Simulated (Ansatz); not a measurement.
HfN, DFT, PBEsol, all-electron PAW with datasets made for the crystal, scalar-relativistic (Ansatz 0.2.0), run on 1 thread of Intel(R) Xeon(R) Platinum 8488C (Sapphire Rapids) on a shared host.

The geometry is COD entry 1539063, unchecked; take it as a test cell. The listed cell was then made from it by scaling, straining or moving an atom.

Command: `ansatz run input.yaml --threads 1 --pin off --max-ram 3072MiB --backend cpu --events-out ev --progress --plain --runs-dir out`

```yaml
crystal:
  lattice:
    - [0.0, 2.21382, 2.259]
    - [2.21382, 0.0, 2.259]
    - [2.21382, 2.21382, 0.0]
  atoms:
    - { symbol: Hf, position: [0.0, 0.0, 0.0] }
    - { symbol: "N", position: [0.5, 0.5, 0.5] }
kpoints:
  mp_grid: { grid: [10, 10, 10] }
scf:
  occupations: { method: fermi_dirac, width: 0.01 }
hamiltonian:
  xc: pbesol
  pseudopotentials: { kind: all_electron, datasets: crystal }
output:
  forces: true
  stress: true
  eigenvalues: true
  efg: { contact_densities: true }
```

Task: How large is the problem that the program sets up?

Result: 102 irreducible k-points, 475 plane waves at Γ, 22 bands.

Task: About how long does it take, and how much memory does it use?

Result: 13 s of wall time for 9 SCF iterations, with a peak of 0.65 GiB. Times on shared machines scatter by tens of per cent.

Task: And the same cell and mesh by frozen-core PAW, asked for forces, stress, eigenvalues, efg, on the same hardware?

Result: 3.7 s, peak memory 0.45 GiB.
